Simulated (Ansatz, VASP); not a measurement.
## C in VASP and in Ansatz

INCAR

```
SYSTEM = C
PREC = Accurate
ENCUT = 520
EDIFF = 1E-6
ISMEAR = 0
SIGMA = 0.05
LREAL = .False.
LASPH = .True.
NELM = 100
ALGO = Fast
ISIF = 2
LWAVE = .False.
LCHARG = .False.
GGA = PE
NBANDS = 11
```

The input KPOINTS:

```
Automatic mesh
0
Gamma
  16 16 10
  0 0 0
```

Contents of POSCAR:

```
C
1.0
    2.1273203072     -1.2282824400      0.0000000000
    2.1273203072      1.2282824400      0.0000000000
   -1.3790696309      0.0000000000      3.5028300786
C
2
Direct
    0.8603430021      0.8629808319     -0.0146607445
    0.1666444700      0.1666444700      0.9999069600
```

Input for Ansatz:

```yaml
crystal:
  lattice:
    - [2.1273203072, -1.22828244, 0.0]
    - [2.1273203072, 1.22828244, 0.0]
    - [-1.3790696309, 0.0, 3.5028300786]
  atoms:
    - { symbol: C, position: [0.8603430021, 0.8629808319, -0.0146607445] }
    - { symbol: C, position: [0.16664447, 0.16664447, 0.99990696] }
basis:
  ecutwfc: 420
kpoints:
  mp_grid: { grid: [16, 16, 10] }
hamiltonian:
  xc: pbe
scf:
  occupations: { method: gaussian, width: 0.05 }
output:
  forces: true
  stress: true
  eigenvalues: true
```

Change from the starting cell: one atom moved.

Alike in both runs: task single point; functional PBE; k mesh 16 × 16 × 10; occupations gaussian, width 0.05 eV; no spin polarisation.

|  | VASP | Ansatz |
| --- | --- | --- |
| version | VASP 6.6.1 | Ansatz 0.2.0 |
| potentials or method | VASP PAW PBE potentials, release 64 (C) | scalar-relativistic, plane waves, PAW |
| plane-wave cutoff (eV) | 520 | 420 |
| valence electrons in the cell | 8 | 8 |

```tsv
	VASP	Ansatz	Ansatz less VASP
gap on the k mesh at the Fermi level (eV)	0.12	0.13	+0.004
least direct gap on the mesh (eV)	0.22	0.23	+0.001
pressure (GPa)	14.3	14.0	-0.30
largest component of the traceless stress (GPa)	25.66	25.21	-0.454
rms of the force components (eV/Å)	5.283	5.272	-0.0108
```

Atom by atom the forces differ by 0.011 eV/Å (rms over components). The functional is the same, so the differences come from potentials, cutoffs and numerics.

Caveats: forces of over 1 eV/Å show positions far from the minimum, so gaps and moduli don't describe the material at rest. A k mesh can miss the band edges.
